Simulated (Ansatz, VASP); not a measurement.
# SrIBr (1T-SrBrI, 1 layer) in two plane-wave programs

Aim: how closely do two programs agree when they are given the same cell, functional and k mesh? The structure shown is the start of the Ansatz relaxation below; VASP solves that cell, so the two are compared at the walk's first step.

Method: plane waves, with VASP 6.6.1 beside it; single point at PBE, in Ansatz 0.2.0.

### 1. The structure

The cell holds 3 atoms: 1 I, 1 Sr and 1 Br. Its edges and angles: a = 4.390 Å, b = 4.390 Å, c = 20.790 Å, α = 90.0°, β = 90.0°, γ = 120.0°. Vacuum lies along c.

### 2. Ansatz: relaxation, PBE

Ansatz runs on its default PAW (the set named soft_2) files.

The two programs are compared at the cell with which this relaxation starts, whose forces are those of its first step.

The input, input.yaml:

```yaml
crystal:
  lattice:
    - [4.390315, 0.0, 0.0]
    - [-2.1951575, 3.8021243206, 0.0]
    - [0.0, 0.0, 20.7904707193]
  atoms:
    - { symbol: I, position: [0.6666666667, 0.3333333333, 0.408841152] }
    - { symbol: Sr, position: [0.0, 0.0, 0.5076368235] }
    - { symbol: Br, position: [0.3333333333, 0.6666666667, 0.591158848] }
kpoints:
  mp_grid: { grid: [6, 6, 1] }
hamiltonian:
  xc: pbe
scf:
  occupations: { method: fermi_dirac, width: 0.05 }
  convergence: { dr2_threshold: 1.0e-08 }
efield:
  axis: 3
  dipole_correction: true
  ramp_position: 0.97
  ramp_width: 0.04
relax:
  f_tol: 0.01
  cell: { fix: [c, alpha, beta] }
output:
  write_potential: true
  write_density: true
  volumetric_format: npy
```

Launch:

```bash
ansatz run input.yaml --threads 4 --pin off --max-ram 8192MiB --backend cpu --events-out ev --progress --plain --runs-dir out
```

Numbers of over 12 decimals in the logs are rounded to 6 here.

The log of the run:

```text
Warning: relax.cell: scf.convergence.dr2_threshold = 1e-8 eV is looser than the 3e-10 eV advised for a relaxation that steers and ends on the stress (1e-10 eV for each atom of the cell: 3). What an SCF threshold leaves in a stress goes as its square root, and in the free energy as the threshold itself, and one threshold admits the most on a small cell: [figures from the program's tests cut] Set scf.convergence.dr2_threshold to 3e-10 eV or tighter. The threshold is an SCF's pass mark: one that does not reach it within its budget of iterations ends unconverged, or closes short of it on a stop that the run arms, and scf.convergence.dr2_threshold's page says what that costs each kind of run
Engine: ansatz 0.2.0, aarch64-unknown-linux-gnu
Pseudopotentials: kind: paw
Pseudopotential: I, paw, valence charge 17, recommended cutoff 420 eV (normal), I.paw.azcp
Pseudopotential: Sr, paw, valence charge 10, recommended cutoff 420 eV (normal), Sr.paw.azcp
Pseudopotential: Br, paw, valence charge 7, recommended cutoff 420 eV (normal), Br.paw.azcp
Functional definition: PBE
  parameter kappa = 0.804
  parameter beta = 0.066725
  exchange = pbe_x(kappa = kappa, mu = beta*pi^2/3)
  correlation = pbe_c(beta = beta)
Crystal: 3 atoms, lattice volume = 347.045 Å³
Basis set: ecut = 420 eV, 6855 PW (Γ), exchange–correlation on 60×60×288 points (8 copies of the dense FFT grid, shifted against one another)
Bands: 21, of which v1, the nominal top of the filled ones, is band 17 counted from 1 (16 counted from 0)
Symmetry: 6 space group operations
Space group: P3m1 (ITA 156), of the structure as read, at distance tolerance 7.0e-5 Å
k-points: 7 of 36 (time reversal used)
Non-local potential: I, projectors of the file, l = 0: 2, l = 1: 2, l = 2: 2, l = 3: 2
Non-local potential: Sr, projectors of the file, l = 0: 3, l = 1: 2, l = 2: 2
Non-local potential: Br, projectors of the file, l = 0: 2, l = 1: 2, l = 2: 2
PAW form: soft (Blöchl's): semilocal exchange-correlation on the pseudo side does not see the compensation charge
PAW one-centre angular grid: I, 590 points (default); XC on 64 Gauss nodes
PAW one-centre angular grid: Sr, 110 points (default); XC on 64 Gauss nodes
PAW one-centre angular grid: Br, 110 points (default); XC on 64 Gauss nodes
Initial density: superposition of atomic densities (neutral atoms: chi_scale 0, normalization atom), corrected by the library's trained network
Initial wavefunctions: pseudopotential atomic-orbital guess
Functional: x = pbe(κ = 0.804, μ = 0.219515), c = pbe(β = 0.066725)
SCF iter   1: F=—  HF=-13845.954760 eV  |F-HF|=—  |Δ(HF+E_count)|=         —  Δρ=4.22e-4  dr2=3.17e-3  ethr=1.77e-3  p=0.011 e·Å  D=5.90e-3 V/Å  ΔV_dip=-0.12 eV  dr2_dipole=5.99e-5  V_vac-E_F(+/−)=4.61/4.73 eV  ⟨swp⟩=15.1  Hψ=1335  notcnv=0
efield: sawtooth ramp at fractional position 0.9700 (set: `efield.ramp_position`, or a place that a band, a saddle search or an elastic batch's reference lends), width 0.0400; the density the first Hamiltonian is built on has a dipole p = 0.011 e·Å; the dipole correction subtracts the counter field D = 5.90e-3 V/Å, which shifts the + side's vacuum level by -0.12 eV against the − side's; the planar-averaged density in the ramp window peaks in size at 1.4e-5 e/Å³
preconditioner: auto → Resta (q_TF=auto, 1.852 Å⁻¹)  ε∞=1.7  [insulator: Δε(μ)=3.815 eV  Ē_g=9.454 eV  σ=0.050 eV  W_gap=1.00  n_scr=42 (ndim 8)  ℏωp=8.0 eV  f_vac=0.649  D(μ)=0.00/eV (n_scr^D=0)  ε∞_Penn≈1.7  vacuum switching on, ρ_ref=6.5e-3 e/Å³]
SCF iter   2: F=—  HF=-13845.958315 eV  |F-HF|=—  |Δ(HF+E_count)|=   3.55e-3  Δρ=4.42e-4  dr2=2.44e-3  ethr=9.33e-6  p=0.005 e·Å  D=2.86e-3 V/Å  ΔV_dip=-0.06 eV  dr2_dipole=2.02e-7  V_vac-E_F(+/−)=4.73/4.79 eV  ⟨swp⟩=2.7  Hψ=366  notcnv=0
SCF iter   3: F=—  HF=-13845.957966 eV  |F-HF|=—  |Δ(HF+E_count)|=   3.49e-4  Δρ=2.26e-4  dr2=4.23e-4  ethr=7.18e-6  p=0.006 e·Å  D=2.98e-3 V/Å  ΔV_dip=-0.06 eV  dr2_dipole=7.71e-7  V_vac-E_F(+/−)=4.72/4.78 eV  ⟨swp⟩=2.0  Hψ=181  notcnv=0
SCF iter   4: F=—  HF=-13845.958265 eV  |F-HF|=—  |Δ(HF+E_count)|=   3.00e-4  Δρ=9.30e-5  dr2=8.90e-5  ethr=1.24e-6  p=0.007 e·Å  D=3.81e-3 V/Å  ΔV_dip=-0.08 eV  dr2_dipole=1.21e-5  V_vac-E_F(+/−)=4.72/4.80 eV  ⟨swp⟩=2.1  Hψ=215  notcnv=0
SCF iter   5: F=—  HF=-13845.958269 eV  |F-HF|=—  |Δ(HF+E_count)|=   3.38e-6  Δρ=5.14e-5  dr2=4.69e-5  ethr=2.62e-7  p=0.005 e·Å  D=2.82e-3 V/Å  ΔV_dip=-0.06 eV  dr2_dipole=4.39e-7  V_vac-E_F(+/−)=4.74/4.80 eV  ⟨swp⟩=2.1  Hψ=203  notcnv=0
[...]
Basis set: ecut = 420 eV, 7779 PW (Γ), exchange–correlation on 64×64×288 points (8 copies of the dense FFT grid, shifted against one another)
Initial wavefunctions: pseudopotential atomic-orbital guess (no wavefunctions were taken with the density)
iter 1 solved again at ethr=2.02e-6 eV; its pass at ethr=3.10e-3 eV (dr2=6.87e-4 eV) is discarded
SCF iter   1: F=—  HF=-13846.059973 eV  |F-HF|=—  |Δ(HF+E_count)|=         —  Δρ=5.30e-4  dr2=4.49e-5  ethr=2.02e-6  p=0.034 e·Å  D=1.56e-2 V/Å  ΔV_dip=-0.32 eV  dr2_dipole=1.76e-6  V_vac-E_F(+/−)=4.47/4.79 eV  ⟨swp⟩=3.4  Hψ=1733  notcnv=0
efield: sawtooth ramp at fractional position 0.9700 (set: `efield.ramp_position`, or a place that a band, a saddle search or an elastic batch's reference lends), width 0.0400; the density the first Hamiltonian is built on has a dipole p = 0.034 e·Å; the dipole correction subtracts the counter field D = 1.56e-2 V/Å, which shifts the + side's vacuum level by -0.32 eV against the − side's; the planar-averaged density in the ramp window peaks in size at 4.6e-6 e/Å³
preconditioner: auto → Resta (q_TF=auto, 1.810 Å⁻¹)  ε∞=1.7  [insulator: Δε(μ)=4.452 eV  Ē_g=8.064 eV  σ=0.050 eV  W_gap=1.00  n_scr=52 (ndim 8)  ℏωp=7.0 eV  f_vac=0.673  D(μ)=0.00/eV (n_scr^D=0)  ε∞_Penn≈1.7  vacuum switching on, ρ_ref=4.7e-3 e/Å³]
SCF iter   2: F=—  HF=-13846.079636 eV  |F-HF|=—  |Δ(HF+E_count)|=   1.97e-2  Δρ=2.66e-4  dr2=1.02e-5  ethr=1.32e-7  p=0.035 e·Å  D=1.60e-2 V/Å  ΔV_dip=-0.33 eV  dr2_dipole=3.53e-7  V_vac-E_F(+/−)=4.47/4.80 eV  ⟨swp⟩=3.3  Hψ=275  notcnv=0
SCF iter   3: F=—  HF=-13846.086589 eV  |F-HF|=—  |Δ(HF+E_count)|=   6.95e-3  Δρ=1.20e-4  dr2=3.05e-6  ethr=3.01e-8  p=0.035 e·Å  D=1.58e-2 V/Å  ΔV_dip=-0.33 eV  dr2_dipole=3.29e-8  V_vac-E_F(+/−)=4.47/4.80 eV  ⟨swp⟩=3.7  Hψ=285  notcnv=0
SCF iter   4: F=—  HF=-13846.088983 eV  |F-HF|=—  |Δ(HF+E_count)|=   2.39e-3  Δρ=2.25e-5  dr2=8.01e-7  ethr=8.98e-9  p=0.035 e·Å  D=1.58e-2 V/Å  ΔV_dip=-0.33 eV  dr2_dipole=1.81e-7  V_vac-E_F(+/−)=4.47/4.79 eV  ⟨swp⟩=3.9  Hψ=313  notcnv=0
SCF iter   5: F=—  HF=-13846.089088 eV  |F-HF|=—  |Δ(HF+E_count)|=   1.05e-4  Δρ=3.52e-6  dr2=7.30e-8  ethr=2.36e-9  p=0.034 e·Å  D=1.56e-2 V/Å  ΔV_dip=-0.32 eV  dr2_dipole=8.75e-9  V_vac-E_F(+/−)=4.47/4.79 eV  ⟨swp⟩=2.1  Hψ=254  notcnv=0
SCF iter   6: F=-13846.089092 eV  HF=-13846.089091 eV  |F-HF|=2.34e-7  |Δ(HF+E_count)|=   3.36e-6  Δρ=9.43e-7  dr2=4.69e-9  ethr=2.94e-11  p=0.034 e·Å  D=1.56e-2 V/Å  ΔV_dip=-0.32 eV  dr2_dipole=3.60e-10  V_vac-E_F(+/−)=4.47/4.79 eV  ⟨swp⟩=11.3  Hψ=1250  notcnv=0
SCF 7 converged in 6 iterations: F = -13846.089092 eV  dr2 = 4.69e-9
relax step   7: F+E_penalty+E_count = -13846.08909154 eV  Δ(F+E_penalty+E_count) = -8.895e-4 eV  max|allowed force component| = 9.586e-4 eV/Å  Δτ_max = 0.0000 Å  P = +0.003 GPa  Ω = 399.063 Å³  fix = [c, alpha, beta]  reactions: c +0.000 GPa  stress off target by 4.30e-3 GPa on what of the cell is left free  SCF on the basis re-selected at this cell (its energy is not comparable with the rows above)  (6 SCF iters)
basis re-selected at this cell: Δ(F+E_penalty+E_count) = -8.895e-4 eV, ΔP = +0.002 GPa vs the last step (what re-selecting the basis moved, of the pressure what is left beyond the Pulay correction that the steps carried, after the strain that the cell walked since its last selection, with what the two solves' SCF thresholds leave and, on support functions, any second-order correction that the steps lacked; it is no measure of the basis error at this ecutwfc). The dense FFT grid was sized anew with the basis: this SCF ran on 32×32×144 points, the steps before it on 30×30×144, so part of this shift can come from that change (see relax.cell in the input reference). [rest of the remark cut]
WARN: The output density's exchange-correlation potential varies sharply where the density is thin. Do not read a vacuum level from v_tot or v_xc, or from such a field of the output density. On a cell that repeats whose density bears no net charge and no dipole along the vacuum's axis use v_es (v_loc + v_h of the components); under efield.dipole_correction with no amplitude use v_es + v_field, which holds any externa [...]
SCF converged after 6 iterations
Free energy (F): -13846.089092 eV
Harris-Foulkes:  -13846.089091 eV  (|F-HF|=2.34e-7)
Internal energy: -13846.089092 eV  (E = F + TS)
E sigma→0 (E₀):  -13846.089092 eV
Fermi energy:    -1.603086 eV
Dipole field:    D = 0.015607 V/Å  (p = 0.034418 e·Å, saw-weighted, corrected)
Work function:   Φ+ = 4.4669 eV   Φ− = 4.7914 eV
Levels:          The Fermi level and band energies are counted from a zero that moves with the ramp; work functions are not
--- Per-component energies (eV) ---
  E_band       = -778.930496
  E_kinetic    = 566.419912
  E_local      = -14039.219123  (includes V_loc(G=0)·N_el)
  E_nonlocal   = 181.888730
  E_hartree    = 6688.035893
  E_xc         = -565.970323
  E_vxc        = -394.195537  (∫ρ·V_xc dr)
  E_paw        = -9758.202300  (= ΣΔE_a)
  E_vpaw       = -470.025977  (= ΣTr[D̂ρ^β])
  E_aug_tail   = -0.000003  (compensation charges beyond the density's cutoff)
  E_efield     = 0.000269  (sawtooth field / dipole correction)
  E_vefield    = 0.128186  (∫n·V_field dr)
  E_ewald      = 3080.957853
  E_smearing   = -0.000000  (= −TS)
  E_closure    = 0.000000  (closes the sum)
  Σ components = -13846.089092   (vs F -13846.089092, Δ=0.00e0)
--- Forces (eV/Å), atoms counted from 1 ---
  atom   1  I      0.00000000    -0.00000000    -0.00070571
  atom   2  Sr    -0.00000000     0.00000000     0.00095876
  atom   3  Br    -0.00000000     0.00000000    -0.00025256
  max |Σ_I F_I| component: 4.89e-7 eV/Å
--- Stress (GPa, compression-positive) ---
        0.004304       0.000000      -0.000000
        0.000000       0.004304      -0.000000
       -0.000000      -0.000000       0.000353
  P = ⅓ Tr σ = 0.0030 GPa (0.030 kbar)
--- Band table (eV; the first three rows and the last of 7) ---
  k-point 0: bands = [... 13 lower, -5.1836, -4.1912, -3.8542, -3.8542, 0.6135, 1.5077, 1.5077, 1.7307]
  k-point 1: bands = [... 13 lower, -5.1739, -4.2808, -4.0603, -3.9461, 1.0167, 1.3648, 1.8029, 1.9840]
  k-point 2: bands = [... 13 lower, -5.1611, -4.6400, -4.1509, -4.1059, 0.8317, 2.0313, 2.2389, 2.4500]
  k-point 6: bands = [... 13 lower, -5.1702, -4.5944, -4.5369, -4.2830, 1.7256, 1.7542, 2.0991, 2.9829]
--- Relaxed structure (6 steps of the walk, 5 accepted, 1 SCFs on fresh bases) ---
  F+E_penalty+E_count = -13846.08909154 eV   max|allowed force component| = 9.586e-4 eV/Å   (the final SCF, on the basis selected at the relaxed cell)
  cell:  # Å, volume = 399.0626 Å³
    - [4.707855, 2.3502660224227865e-17, 0]
    - [-2.353927, 4.077122, 0]
    - [0, 0, 20.7904707193]
  atoms:
    - { symbol: I, position: [0.666667, 0.333333, 0.418772] }
    - { symbol: Sr, position: [2.930787466982192e-19, 0, 0.508473] }
    - { symbol: Br, position: [0.333333, 0.666667, 0.580392] }
```

In the SCF lines HF is the Harris–Foulkes energy and dr2 the Hartree energy of the density residual, in eV; the loop may stop once dr2 is under the threshold and the program's other checks hold. Hψ counts applications of the Hamiltonian.

[end of part 1 of 2]

[Lines on the potential files, build, host, timing and source positions are cut from VASP's logs without a mark.]

[Logs are printed without paths, hosts, clocks, repeated set-up lines and the standing remarks that a program may print on its own settings, such as how far it seeks lower states.]

[Hosts, paths, dates, database ids (printed as entryN), source tags and the programs' standing remarks are cut or masked in the printed files.]
